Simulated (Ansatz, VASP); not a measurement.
## One calculation of Pb, two programs

```xyz
1
Lattice="0.0000 2.4750 2.4750 2.4750 0.0000 2.4750 2.4750 2.4750 0.0000" Properties=species:S:1:pos:R:3 pbc="T T T"
Pb    0.0000    0.0000    0.0000
```

Alike in both runs: task relaxation of cell and atoms; functional PBE; k mesh 9 × 9 × 9; occupations fermi-dirac, width 0.05 eV; no spin polarisation.

|  | VASP | Ansatz |
| --- | --- | --- |
| version | VASP 6.6.1 | Ansatz 0.2.0 |
| potentials or method | VASP PAW PBE potentials, release 64 (Pb_d) | Ansatz PAW |
| plane-wave cutoff (eV) | 600 | 420 |
| valence electrons in the cell | 14 | 14 |

|  | VASP | Ansatz | Ansatz less VASP |
| --- | --- | --- | --- |
| gap on the k mesh at the Fermi level, each at its own relaxed structure (eV) | none | none | - |
| relaxed volume (Å³/atom) | 31.85 | 31.88 | +0.025 |
| relaxed cell length with the largest relative difference (Å) | 3.558 | 3.559 | +0.0009 |
| energy change over the relaxation (meV/atom) | -10 | -10 | -0.1 |

A gap of «none» marks a metal or a gap that the smearing closes.

Caveats: the plane-wave basis is chosen anew once the cell has moved, so the energies of steps on either side of that aren't comparable (Ansatz). The runs have no spin-orbit coupling, so splittings on Pb are missing. Zero-point motion and thermal expansion aren't in these numbers.
